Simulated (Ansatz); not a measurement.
Input of an Ansatz 0.2.0 run:

The input input.yaml:

```yaml
crystal:
  lattice:
    - [3.653659, 0.0, 0.0]
    - [0.0, 3.653659, 0.0]
    - [0.0, 0.0, 3.653659]
  atoms:
    - { symbol: Pb, position: [0.0, 0.0, 0.0] }
    - { symbol: S, position: [0.5, 0.5, 0.5] }
hamiltonian:
  xc: pbe
  pseudopotentials: { kind: paw }
kpoints:
  mp_grid: { grid: [7, 7, 7] }
scf:
  occupations: { method: gaussian, width: 0.021 }
output:
  forces: true
  stress: true
  eigenvalues: true
```

Potentials or basis: Ansatz PAW.

Command:

```console
$ ansatz run input.yaml --threads 2 --pin off --max-ram 5632MiB --backend cpu --events-out ev --progress --plain --runs-dir out
```

Q: What does it give for the band gap on the k mesh?

A: 0.10 eV, indirect (least direct gap 1.43 eV).

Q: What does it give for the pressure?

A: 0.3 GPa.

Caveat: odd divisions of the mesh miss points on the zone boundary, where band edges often lie, so the gap on the mesh can be too wide; spin-orbit coupling is left out, which as a rule narrows the gap of such compounds by several tenths of an eV. A k mesh can miss the band edges.
